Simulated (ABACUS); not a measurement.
Crystal: Si2W.

```
CELL_PARAMETERS angstrom
-1.60690 1.60690 3.91495
1.60690 -1.60690 3.91495
1.60690 1.60690 -3.91495
ATOMIC_POSITIONS crystal
W 0.00000 0.00000 0.00000
Si 0.66530 0.66530 0.00000
Si 0.33470 0.33470 0.00000
```

Base run:

- Program: ABACUS 3.10.1
- Functional: TPSS
- Potentials or basis: SG15 ONCV 1.2 PBE
- Cutoff: 1007 eV
- Density cutoff: 4027 eV
- Basis: plane waves
- k mesh: 12 × 12 × 12
- Occupations: fermi-dirac, width 0.05 eV
- Spin: no spin polarisation

Its results: band gap on the k mesh none (metal or under the smearing width); pressure 1.4 GPa; largest force 0.106 eV/Å.

**Question.** After a change of settings the same cell gave: band gap on the k mesh none (metal or under the smearing width); pressure -0.5 GPa; largest force 0.025 eV/Å. Which change was it?
A. functional from TPSS to LDA
B. functional from TPSS to PBEsol
C. functional from TPSS to AM05
D. functional from TPSS to RPBE

**Answer.** B.

Caveats: the potentials were made for another functional, which shifts forces and pressure.

Runs at the PBE level aren't shown here.
